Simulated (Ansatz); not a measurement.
**Fe: single point with PBE**

The system is Fe.

```
CELL_PARAMETERS angstrom
0.00000 1.94174 1.96511
1.49844 0.00000 1.96511
1.49844 1.94174 0.00000
ATOMIC_POSITIONS crystal
Fe 0.00000 0.00000 0.00000
```

* Program: Ansatz 0.2.0
* Task: single point
* Functional: PBE
* Potentials or basis: Ansatz PAW
* Cutoff: 420 eV (not typed: the program's choice for these potentials)
* k mesh: 13 × 13 × 13
* Occupations: gaussian, width 0.026 eV
* Spin: collinear spin, ferromagnetic start
* Starting moments: [3.0] μB

```json
{"Pressure": "-1.3 GPa", "Band gap on the k mesh": "none (metal or under the smearing width)", "Net moment": "2.17 μB per cell", "Absolute moment": "2.28 μB per cell", "Site moments": "Fe +2.21 μB"}
```

Stress tensor (GPa, compression positive):
```
-6.62  0.00  0.00
 0.00  1.78  0.00
 0.00  0.00  0.97
```

Levels at points of the mesh, in eV from the Fermi level:
Spin up:
| k point | band 7 | band 8 | band 9 | band 10 | band 11 | band 12 |
| --- | --- | --- | --- | --- | --- | --- |
| (0.00, 0.00, 0.00) | -2.37 | -2.04 | -1.35 | -0.96 | 23.20 | 24.69 |
Spin down:
| k point | band 4 | band 5 | band 6 | band 7 | band 8 | band 9 | band 10 | band 11 |
| --- | --- | --- | --- | --- | --- | --- | --- | --- |
| (0.00, 0.00, 0.00) | -51.31 | -8.38 | -0.67 | -0.51 | -0.01 | 1.28 | 1.90 | 22.95 |

Wall time 4.3 s on 2 threads of Intel(R) Xeon(R) Platinum 8488C (Sapphire Rapids), on a shared host, peak memory 0.43 GiB.
